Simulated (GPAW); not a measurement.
**BeTe in GPAW: the effect of functional**

Crystal: BeTe.

```
CELL_PARAMETERS angstrom
0.00000 2.77000 2.77000
2.77000 0.00000 2.77000
2.77000 2.77000 0.00000
ATOMIC_POSITIONS crystal
Te 0.75000 0.75000 0.75000
Be 0.00000 0.00000 0.00000
```

Alike in all runs:

- Program: GPAW 26.7.0
- Cutoff: 800 eV
- Basis: pw
- k mesh: 8 × 8 × 8
- Occupations: fermi-dirac, width 0.05 eV
- Spin: no spin polarisation

Problem. One run gave: gap on the mesh 1.75 eV. Which functional did it use?
A. r2SCAN
B. TB-mBJ
C. PBEsol

Solution. C.

| functional | potentials or basis | gap on the mesh (eV) |
| --- | --- | --- |
| TB-mBJ | GPAW PAW data sets for LDA (gpaw-data 1.2.1) | 2.52 |
| PBEsol | PAW data sets generated in the run's folder for this functional | 1.75 |
| r2SCAN | GPAW PAW data sets (gpaw-data 1.2.1) | 2.22 |

Caveats: spin-orbit coupling is left out, which moves the levels of the heavy elements; a model potential gives levels but no total energy (some runs).

A k mesh can miss the band edges.

Runs at the PBE level aren't shown here.
